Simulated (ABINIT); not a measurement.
An input for ABINIT 10.8.3 (KI (Fm-3m)):

```
acell 3*1.0 Angstrom
rprim 
  0.000000000000 3.532775000000 3.532775000000
  3.532775000000 0.000000000000 3.532775000000
  3.532775000000 3.532775000000 -0.000000000000
ntypat 2
znucl 19 53
natom 2
typat 1 2
xred 
  0.000000000000 0.000000000000 0.000000000000
  0.500000000000 0.500000000000 0.500000000000
pp_dirpath "pseudos"
pseudos "K.upf, I.upf"
ecut 33
ngkpt 4 4 4
nshiftk 1
shiftk 0 0 0
kptopt 1
chksymbreak 0
iscf -2
irdden 1
istwfk *1
nband 362
nbdbuf 32
tolwfr 1e-09
nstep 60
prtvol 0
indata_prefix "in"
outdata_prefix "out"
tmpdata_prefix "tmp"
```

```sh
OMP_NUM_THREADS=1 mpirun -n 4 abinit run.abi > log
```

Question: How long will it take on 4 MPI ranks of Arm Neoverse V1, shared host, and how much memory?

It took 4 min; on shared hardware allow 2 min to 8.1 min. Peak host memory was 0.63 GiB.

[Paths, hosts, dates, memory and timing lines, banners, echoed tables and standing remarks are left out of the program output.]

[Logs are printed without paths, hosts, clocks, repeated set-up lines and the standing remarks that a program may print on its own settings, such as how far it seeks lower states.]

[Runs of the session that timed out or met a known fault of the program may be left out.]

[Hosts, paths, dates, database ids (printed as entryN), source tags and the programs' standing remarks are cut or masked in the printed files.]

[G0W0 gaps are taken among the corrected bands and points alone; a level outside them can change the order at an edge.]

[Where Ansatz stands beside ABINIT at settings called matched, ABINIT's density can come from a denser mesh and the files from another edition; pairs whose starting gaps differed by over 0.03 eV were left out, so agreement reads better than it is.]
